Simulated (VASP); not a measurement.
Calculation: revTPSS meta-GGA, VASP's PBE PAW potentials (set 64) (plane waves; VASP).

A VASP calculation is set up with these files.

**POSCAR**
```
AlSb
1
    0.0000000000     3.0591077046     3.0591077046
    3.0591077046     0.0000000000     3.0591077046
    3.0591077046     3.0591077046     0.0000000000
Al Sb
1 1
Direct
  0.0000000000   0.0000000000   0.0000000000
  0.2500000000   0.2500000000   0.2500000000
```

INCAR:
```
# general
SYSTEM =AlSb
PREC   =Accurate
ENCUT  =520   # plane-wave cut-off (eV)
LREAL  =.FALSE.   # projection in real space or not
LASPH  =.TRUE.   # aspherical one-centre terms

# electronic loop
EDIFF  =1E-7   # SCF stop (eV)
NELM   =100   # most electronic steps
ALGO   =Normal   # blocked Davidson
LMAXMIX=4
LMIXTAU=.TRUE.

# smearing
ISMEAR =0
SIGMA  =0.05   # width (eV)

# functional
METAGGA=RTPSS

# ions
ISIF   =2

# output
LWAVE  =.FALSE.
LCHARG =.FALSE.
```

### KPOINTS
```
Automatic mesh
0
Gamma
7 7 7
0 0 0
```

POTCAR, in this order: Al Sb (PBE.64 set). Program: vasp_std.

Output of the run:

### OSZICAR
```
       N       E                     dE             d eps       ncg     rms          rms(c)
DAV:   1     0.346135488361E+02    0.34614E+02   -0.29536E+03   320   0.758E+02
DAV:   2     0.974557869128E+01   -0.24868E+02   -0.24492E+02   432   0.109E+02
DAV:   3     0.908263619350E+01   -0.66294E+00   -0.66288E+00   448   0.217E+01
DAV:   4     0.907859274487E+01   -0.40434E-02   -0.40434E-02   504   0.191E+00
DAV:   5     0.907858110724E+01   -0.11638E-04   -0.11638E-04   440   0.814E-02    0.488E+00
DAV:   6     0.916353556409E+01    0.84954E-01   -0.29041E+00   344   0.197E+01    0.299E+00
DAV:   7     0.332039525732E+01   -0.58431E+01   -0.16445E+03   320   0.707E+04    0.529E+01
DAV:   8     0.915667115546E+01    0.58363E+01   -0.97448E+01   384   0.234E+01    0.250E+00
DAV:   9     0.578180884088E+01   -0.33749E+01   -0.98274E+02   328   0.385E+04    0.195E+01
DAV:  10     0.912757157750E+01    0.33458E+01   -0.52570E+01   336   0.187E+01    0.224E+00
DAV:  11     0.912405796290E+01   -0.35136E-02   -0.58411E-03   432   0.699E-01    0.231E+00
DAV:  12     0.912522505486E+01    0.11671E-02   -0.47545E-03   352   0.795E-01    0.244E+00
DAV:  13     0.912309624435E+01   -0.21288E-02   -0.39524E-03   336   0.737E-01    0.247E+00
DAV:  14     0.912281774478E+01   -0.27850E-03   -0.89587E-04   344   0.380E-01    0.257E+00
DAV:  15     0.912276961364E+01   -0.48131E-04   -0.84434E-05   376   0.139E-01    0.268E+00
DAV:  16     0.912278094837E+01    0.11335E-04   -0.91747E-05   336   0.146E-01    0.278E+00
DAV:  17     0.912298896493E+01    0.20802E-03   -0.11699E-04   320   0.139E-01    0.302E+00
DAV:  18     0.912297461187E+01   -0.14353E-04   -0.18955E-06   464   0.142E-02    0.299E+00
DAV:  19     0.912302584453E+01    0.51233E-04   -0.58010E-06   336   0.247E-02    0.288E+00
DAV:  20     0.912289575335E+01   -0.13009E-03   -0.47732E-05   320   0.663E-02    0.228E+00
DAV:  21     0.912277588951E+01   -0.11986E-03   -0.56031E-05   352   0.544E-02    0.153E+00
DAV:  22     0.912272149644E+01   -0.54393E-04   -0.33931E-05   352   0.491E-02    0.934E-01
DAV:  23     0.912266790403E+01   -0.53592E-04   -0.14397E-05   336   0.377E-02    0.549E-01
DAV:  24     0.912264906012E+01   -0.18844E-04   -0.82007E-06   320   0.321E-02    0.255E-01
DAV:  25     0.912263109193E+01   -0.17968E-04   -0.86432E-06   320   0.448E-02    0.687E-02
DAV:  26     0.912262979945E+01   -0.12925E-05   -0.30750E-06   320   0.292E-02    0.107E-02
DAV:  27     0.912262840247E+01   -0.13970E-05   -0.28307E-06   320   0.298E-02    0.792E-03
DAV:  28     0.912262725269E+01   -0.11498E-05   -0.54604E-07   320   0.131E-02    0.235E-03
DAV:  29     0.912262707479E+01   -0.17790E-06   -0.45177E-08   200   0.359E-03    0.441E-03
DAV:  30     0.912262704650E+01   -0.28289E-07   -0.16111E-08   160   0.170E-03
   1 F= 0.91226270E+01 E0= 0.91226270E+01  d E =-.445985E-15
```

OUTCAR:
```
------------------------ aborting loop because EDIFF is reached ----------------------------------------
  FORCE on cell =-STRESS in cart. coord.  units (eV):
  Direction    XX          YY          ZZ          XY          YZ          ZX
  --------------------------------------------------------------------------------------
  Total        0.6296347      0.6296347      0.6296347      0.0000000      0.0000000      0.0000000
  in kB       17.6191493     17.6191493     17.6191493      0.0000000      0.0000000      0.0000000
  external PRESSURE =      17.6191493 kB  Pullay stress =       0.0000000 kB
  volume of cell :       57.26
      direct lattice vectors                 reciprocal lattice vectors
     0.000000000  3.059107705  3.059107705    -0.163446354  0.163446354  0.163446354
     3.059107705  0.000000000  3.059107705     0.163446354 -0.163446354  0.163446354
     3.059107705  3.059107705  0.000000000     0.163446354  0.163446354 -0.163446354
 POSITION                                       TOTAL-FORCE (eV/Angst)
 -----------------------------------------------------------------------------------
      0.00000      0.00000      0.00000        -0.000000      0.000000      0.000000
      1.52955      1.52955      1.52955         0.000000     -0.000000     -0.000000
 -----------------------------------------------------------------------------------
    total drift:                               -0.000000     -0.000000     -0.000000
  FREE ENERGIE OF THE ION-ELECTRON SYSTEM (eV)
  ---------------------------------------------------
  free  energy   TOTEN  =         9.1226270465 eV

  energy  without entropy=        9.1226270465  energy(sigma->0) =        9.12262705
```
(Selected blocks of OUTCAR.)

The compound is AlSb in the zinc blende structure. This cell is one point of a volume scan, at 0.97 of the reference volume.
